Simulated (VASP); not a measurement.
Runs of VASP 6.6.1 on AgCl (Chlorargyrite). The structure is cubic, space group Fm-3m (No. 225). The conventional cell has a = 5.593 Å, b = 5.593 Å, c = 5.593 Å, α = 90.00°, β = 90.00°, γ = 90.00°. Around Ag (site symmetry m-3m) lie 6 Cl at 2.80 Å. Around Cl (site symmetry m-3m) lie 6 Ag at 2.80 Å. 

```tsv
task	cell	gap on the mesh (eV)	pressure (GPa)
relaxation of the atoms	atoms relaxed from: a relaxed cell with its volume scaled by 0.94	(a)	3.2
relaxation of the atoms	atoms relaxed from: a relaxed cell with its volume scaled by 1.04	0.92	-1.5
relaxation of the atoms	atoms relaxed from: a relaxed cell with its volume scaled by 0.98	0.89	1.0
relaxation of the atoms	atoms relaxed from: a relaxed cell with its volume scaled by 1.06	0.93	-2.2
relaxation of cell and atoms	relaxed	0.90	0.0
relaxation of the atoms	atoms relaxed from: a relaxed cell with its volume scaled by 0.96	0.89	2.0
relaxation of the atoms	atoms relaxed	0.90	0.0
relaxation of the atoms	atoms relaxed from: a relaxed cell with its volume scaled by 1.02	0.91	-0.8
```

Alike in all rows: level PBE; potentials or basis VASP PAW PBE potentials, release 64 (Ag, Cl); no spin polarisation; k mesh 4 × 4 × 4; cutoff (eV) 300; smearing gaussian 0.03 eV; the mesh is coarse, so values aren't converged.

Problem. Fill in the values left out.

Solution. (a) 0.88.

Caveats: all runs use coarse meshes; the cutoff is under 1.25 times the usual one of these potentials, so pressure, stress and relaxed cells hold a basis-set (Pulay) error; the relaxation stopped at its first step, so nothing moved (some runs).

A k mesh can miss the band edges, and the runs leave out spin-orbit coupling on Ag.
